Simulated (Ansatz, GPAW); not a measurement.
## One calculation of Co, 3 ways

```xyz
2
Lattice="2.4720 0.0000 0.0000 -1.2360 2.1408 0.0000 0.0000 0.0000 4.0211" Properties=species:S:1:pos:R:3 pbc="T T T"
Co    1.2360    0.7136    3.0159
Co    0.0000    1.4272    1.0053
```

Alike in all runs: task single point; functional PBE; k mesh 12 × 12 × 7; occupations gaussian, width 0.02 eV; collinear spin, ferromagnetic start; no spin-orbit coupling. Pressure is positive in compression and, in plane waves, holds the error of the finite cutoff, which Ansatz's Pulay term estimates and takes out.

```csv
program and potentials,plane-wave cutoff (eV),notes,pressure (GPa),net moment per atom (μB)
"Ansatz, Ansatz PAW",420,17 valence electrons an atom on average,?,?
"GPAW, GPAW PAW data sets (gpaw-data 1.2.1)",600,9 valence electrons an atom on average,4.79,1.61
"Ansatz, all-electron LAPW, scalar-relativistic",-,-,4.62,1.61
```

Task: Estimate from the other rows what the run with Ansatz, Ansatz PAW gave.

Result: Pressure 4.73 GPa; net moment per atom 1.61 μB. Its pressure holds a Pulay term of +0.18 GPa. The other rows, which needn't bracket it: pressure 4.62 to 4.79; net moment per atom 1.61.
